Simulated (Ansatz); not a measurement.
NaCl in the NiAs structure, relaxed with r2SCAN, was run in the PAW code Ansatz under altered settings. All numbers are computed, without spin polarisation but where a row says otherwise.

```yaml
crystal:
  lattice:
    - [3.89227, 0.00000, 0.00000]
    - [-1.94614, 3.37081, 0.00000]
    - [0.00000, 0.00000, 6.73682]
  atoms:
    - { symbol: Na, position: [0.00000, 0.00000, 0.00000] }
    - { symbol: Na, position: [0.00000, 0.00000, 0.50000] }
    - { symbol: Cl, position: [0.33333, 0.66667, 0.25000] }
    - { symbol: Cl, position: [0.66667, 0.33333, 0.75000] }
```

The base run's other keys:
```yaml
kpoints:
  mp_grid: { grid: [6, 6, 2] }
hamiltonian:
  xc: hse06
scf:
  occupations: { method: fixed }
  n_extra_bands: 5
```

It takes 10 iterations with 1727 plane waves at 420 eV and 14 k points, and leaves a mean stress of +0.65 GPa. The gap over this mesh is 6.448 eV. It ran on 4 threads of Arm Neoverse N1, with other jobs on the host.

Outcomes, with energy and stress as changes against the base:
```csv
setting,outcome,ΔF (meV/atom),Δ mean stress (GPa),gap on the mesh (eV),iterations,wall time
hamiltonian.xc: r2scan50 (cutoff then 500 eV),converged,–,-1.1,9.403,14,30 s
"PBE hybrid, exx coeff 0.35, omega 0.3 1/Å",converged,–,-0.2,6.666,11,18 s
hamiltonian.pseudopotentials: nc (cutoff then 1197 eV),cut off,–,–,–,11,2.7 min
```
A dash marks a value that wasn't obtained or can't be compared. «Cut off» means the job's short time limit, which needn't be the setting's fault. Stress is positive in compression. The base took 18 s. The base's mesh is coarse for a hybrid, so its own values aren't converged.

- hamiltonian.xc: r2scan50. The cutoff follows the functional, from 420 to 500 eV. The mean stress moves by -1.1 GPa and the gap on the mesh by +2.955 eV (to 9.403). It's another functional on the same cell, so totals aren't comparable.
- PBE hybrid, exx coeff 0.35, omega 0.3 1/Å. That is 35 % exact exchange, screened with ω = 0.3 1/Å, against HSE06's 25 % screened at 0.208 1/Å. The mean stress moves by -0.2 GPa and the gap on the mesh by +0.218 eV (to 6.666). Totals of different functionals aren't comparable.
- hamiltonian.pseudopotentials: nc. The run had no result when its short time limit came, after 11 iterations (the base needs 10).

The stress of a hybrid is loosely converged in these runs.

The meshes of the hybrids are coarse, so their gaps aren't converged to the digits shown.
